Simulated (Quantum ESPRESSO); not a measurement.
# TiPt3 under changes of volume

One of the cells (14.796 Å³/atom); the others are scaled copies at fixed shape and fractional positions:

```
CELL_PARAMETERS angstrom
3.89700 0.00000 0.00000
0.00000 3.89700 0.00000
0.00000 0.00000 3.89700
ATOMIC_POSITIONS crystal
Pt 0.50000 0.50000 0.00000
Pt 0.50000 0.00000 0.50000
Pt 0.00000 0.50000 0.50000
Ti 0.00000 0.00000 0.00000
```

- Program: Quantum ESPRESSO 7.5
- Functional: LDA
- Potentials or basis: GBRV 1.5 LDA
- Cutoff: 612 eV
- Density cutoff: 4898 eV
- k mesh: 7 × 7 × 7
- Occupations: fermi-dirac, width 0.05 eV
- Spin: no spin polarisation

```tsv
volume (Å³/atom)	energy over the lowest point (meV/atom)	pressure (GPa)
13.908	24.40	12.9
14.204	6.12	6.0
14.500	0.00	-0.2
14.796	4.65	-5.7
15.091	18.84	-10.6
15.387	41.53	-14.8
15.683	?	?
```

What does the run at 15.683 Å³/atom give?

Energy over the lowest point 71.62 meV/atom; pressure -18.6 GPa.

Worked out: A Birch-Murnaghan fit of order 3 (a polynomial in V^(-2/3)) to the other rows has its minimum at 14.51 Å³/atom with B0 = V·E''(V) = 284 GPa and B' = 4.9. It gives 71.77 meV/atom at 15.683 Å³/atom, against the run's 71.62, and -dE/dV = -18.2 GPa, against -18.6.

Energies are extrapolated to zero smearing.
